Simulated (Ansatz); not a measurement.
Ca: the change of pressure and energy above lowest point with volume per atom

Results calculated with Ansatz 0.2.0 development build, not measured. Equation of state of a cubic crystal from periodic Kohn-Sham density functional theory without spin; pressure corrected for the finite basis.

Cell of the first row (space group Fd-3m, No. 227):
```
cell vectors (Å)
   0.0000     4.2217     4.2217
   4.2217     0.0000     4.2217
   4.2217     4.2217     0.0000
atoms (fractions of the cell vectors)
Ca  0.00000  0.00000  0.00000
Ca  0.25000  0.25000  0.25000
```

Settings of every row: formula Ca; structure type diamond; functional PBE; spin treatment none; k mesh 22x22x22; occupation method fermi-dirac; occupation width 0.061225619 eV; wave cutoff 420 eV; datasets soft-1 PAW; density cutoff ratio 4.

Limits: a cubic model structure, not a phase known at ambient conditions.

| row | volume per atom (Å³) | pressure (GPa) | energy above lowest point (meV/atom) |
| --- | --- | --- | --- |
| 1 | 75.244 | 0.273 | 3.89 |
| 2 | 76.845 | 0.174 | 1.66 |
| 3 | 78.446 | 0.082 | 0.38 |
| 4 | 80.046 | -0.004 | 0 |
| 5 | 81.647 | ? | ? |
| 6 | 83.248 | -0.157 | 1.65 |
| 7 | 84.849 | -0.225 | 3.56 |

Question: what pressure and energy above lowest point should row 5 give?

Worked fit of pressure. Take u = (V_r/V)^(2/3) − 1 with V_r = 79.246 Å³ an atom, which is twice the finite (Eulerian) strain; such expansions in the strain, on which the Birch-Murnaghan equation of state is built, carry the rest volume and the bulk modulus. The shown rows have u = 0.03515, 0.02072, 0.00679, -0.00667, -0.03231, -0.04452. Least squares give pressure = 0.0382 + 6.368 × u + 9.49 × u² − 17 × u³ GPa; a parabola predicts inner rows, each left out in turn, worse (root mean square 0.0004 against 0.00022 GPa). All shown rows lie on it to the printed digit. The pressure vanishes at u = -0.0061, or V = 79.97 Å³ an atom, and there the bulk modulus at fixed shape and fractions is B = −V dP/dV = (2/3)(1 + u) dP/du = 4.14 GPa. The withheld row has u = -0.0197, so the fit gives 0.0382 + 6.368 × (-0.0197) + 9.49 × (-0.0197)² − 17 × (-0.0197)³ = -0.083 GPa.

The calculation gave -0.083 GPa. The fit meets it to the printed digit.

Worked fit of energy above lowest point. Take u = (V_r/V)^(2/3) − 1 with V_r = 79.246 Å³ an atom, which is twice the finite (Eulerian) strain; such expansions in the strain, on which the Birch-Murnaghan equation of state is built, carry the rest volume and the bulk modulus. The shown rows have u = 0.03515, 0.02072, 0.00679, -0.00667, -0.03231, -0.04452. Least squares give energy above lowest point = 0.085 + 28.22 × u + 2326.5 × u² − 1376 × u³ meV/atom; a parabola predicts inner rows, each left out in turn, worse (root mean square 0.026 against 0.0058 meV/atom). All shown rows lie on it to the printed digit. Its lowest point lies at u = -0.0060, or V = 79.97 Å³ an atom, and the curvature there gives the bulk modulus at fixed shape and fractions, B = (4/9)(1 + u)² E″(u)/V = 4.14 GPa. The withheld row has u = -0.0197, so the fit gives 0.085 + 28.22 × (-0.0197) + 2326.5 × (-0.0197)² − 1376 × (-0.0197)³ = 0.44 meV/atom.

The calculation gave 0.44 meV/atom. The fit meets it to the printed digit.
